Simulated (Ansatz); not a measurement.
Consider the formal exchange of groups at a Ga–O bond: `[OH][Ga]([F])[F]` + `CC(=O)Br` → `[F][Ga]([F])[Br]` + `CC(=O)O`.

Computed with Ansatz on PBE0-D4/def2-TZVP structures; ΔE is electronic, products minus reactants. CCSD(T)/CBS adds triple-zeta CCSD(T) − MP2 to the extrapolated MP2 energy (def2 sets, frozen cores). Functionals use def2-TZVPP. B3LYP here is the variant with VWN-RPA as its local correlation; programs differ in this. For Br, Ga outer-core shells are correlated without core-valence functions, which leaves a few kJ/mol of doubt a bond. Scalar relativity is left out up to krypton. One conformer a species, not always the lowest.

CCSD(T)/CBS gives -1.05 eV.

Q: Another level gave -1.16 eV. Which?
A. B3LYP/def2-TZVPP
B. PBE0-D4/def2-TZVPP
C. PBE-D4/def2-TZVPP
D. BLYP-D4/def2-TZVPP

A: B. PBE0-D4 -1.16, BLYP-D4 -0.90, B3LYP -1.07, PBE-D4 -1.00 eV.

Largest T1 diagnostic among the species: 0.015.

In def2-TZVPP, CCSD(T) changes the Hartree–Fock value by +0.39 eV (the triples alone add +0.07 eV) and MP2 by +0.47 eV. From PBE to PBE0 (25 % exact exchange), in def2-TZVPP and without D4, ΔE moves by −0.16 eV.

CCSD(T)/CBS has its own doubt, a few kJ/mol and more with outer-core shells, so smaller differences from it don't rank the levels.
